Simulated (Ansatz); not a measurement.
**Relaxation of Cu2O**

All numbers below come from DFT PBEsol, scalar-relativistic, plane waves, PAW in Ansatz. Run with 420 eV cutoff, 8×8×8 k-mesh, Gaussian smearing of 0.02 eV, no spin polarisation.

What was changed: relaxed at 1 GPa.

Command:

```bash
ansatz run input.yaml --threads 1 --pin off --max-ram 2560MiB --backend cpu --events-out ev --progress --plain --runs-dir out
```

Input:

```yaml
crystal:
  lattice:
    - [4.2085522735, 0.0, 0.0]
    - [0.0, 4.2085522735, 0.0]
    - [0.0, 0.0, 4.2085522735]
  atoms:
    - { symbol: Cu, position: [0.25, 0.25, 0.25] }
    - { symbol: Cu, position: [0.25, 0.75, 0.75] }
    - { symbol: Cu, position: [0.75, 0.75, 0.25] }
    - { symbol: Cu, position: [0.75, 0.25, 0.75] }
    - { symbol: O, position: [0.0, 0.0, 0.0] }
    - { symbol: O, position: [0.5, 0.5, 0.5] }
basis:
  ecutwfc: 420
kpoints:
  mp_grid: { grid: [8, 8, 8] }
hamiltonian:
  xc: pbesol
scf:
  occupations: { method: gaussian, width: 0.02 }
output:
  forces: true
  stress: true
  eigenvalues: true
relax:
  adjacent_minimum: "off"
  f_tol: 0.008
  max_steps: 50
  cell: { stress_tol: 0.08, p_target: 1.0 }
```

F is the free energy. Steps run on the plane waves of an earlier cell, but the last one, and at times one on the way, on a freshly chosen basis, so a repeated geometry can differ a little in energy. The relaxation lowers the enthalpy F + PV at the target pressure, so F itself can rise.

Steps:

| step | F − F(1) (eV) | largest force component (eV/Å) | V (Å³/atom) | P (GPa) |
| --- | --- | --- | --- | --- |
| 1 | 0.0000 | 0.000 | 12.424 | 1.31 |
| 2 | -0.0004 | 0.000 | 12.437 | 1.16 |
| 3 | -0.0008 | 0.000 | 12.452 | 1.00 |
| 4 | -0.0012 | 0.000 | 12.452 | 1.01 |

Relaxed structure:

```
CELL_PARAMETERS angstrom
4.21171 0.00000 0.00000
0.00000 4.21171 0.00000
0.00000 0.00000 4.21171
ATOMIC_POSITIONS crystal
Cu 0.25000 0.25000 0.25000
Cu 0.25000 0.75000 0.75000
Cu 0.75000 0.75000 0.25000
Cu 0.75000 0.25000 0.75000
O 0.00000 0.00000 0.00000
O 0.50000 0.50000 0.50000
```

It takes space group Pn-3m (No. 224, cubic). The conventional cell has a = 4.212 Å, b = 4.212 Å, c = 4.212 Å, α = 90.00°, β = 90.00°, γ = 90.00°. Cu (site symmetry -3m) has 2 O at 1.82 Å as nearest neighbours. O (site symmetry -43m) is surrounded by 4 Cu at 1.82 Å.

The run converged. The run took 31 s on 1 thread of Arm Neoverse V2, with other jobs on the host, peak memory 0.39 GiB.